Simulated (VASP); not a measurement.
```cif
data_structure
_symmetry_space_group_name_H-M 'P 1'
_symmetry_Int_Tables_number 1
_cell_length_a 3.8403
_cell_length_b 3.8403
_cell_length_c 3.8403
_cell_angle_alpha 60.000
_cell_angle_beta 60.000
_cell_angle_gamma 60.000
_cell_volume 40.05
loop_
_atom_site_label
_atom_site_type_symbol
_atom_site_fract_x
_atom_site_fract_y
_atom_site_fract_z
_atom_site_occupancy
Si1 Si 0.00000 0.00000 0.00000 1
Si2 Si 0.25000 0.25000 0.25000 1
```

| Property | Result |
| --- | --- |
| orbitals | LDA |
| datasets | PAW potentials of the _GW family |
| k mesh | 6×6×6 |
| bands in all | 403 |
| response cutoff | 180 eV |
| wave cutoff | 306.7 eV |
| frequencies | real axis, 200 points |
| long-wave heads | k·p |
| q → 0 term | probe-charge (Ewald) weight |
| potentials | Si_GW |
| band sums | cut at the band count |

Program: VASP. The Kohn-Sham gap (from Γ to X) is 0.60 eV and the electronic dielectric constant on this mesh 16.3.

Problem. Estimate the linearised G0W0 gap between these edges.

Solution. 1.19 eV, a change of +0.58 eV. The valence edge moves by -0.46 eV (Z = 0.76) and the conduction edge by +0.12 eV (Z = 0.77).

Band sums or response are cut, so the gap isn't at its basis limit. The gap is read among the points solved; the crystal's band edges can lie elsewhere. Meshes this coarse can overestimate the dielectric constant by a tenth and more.
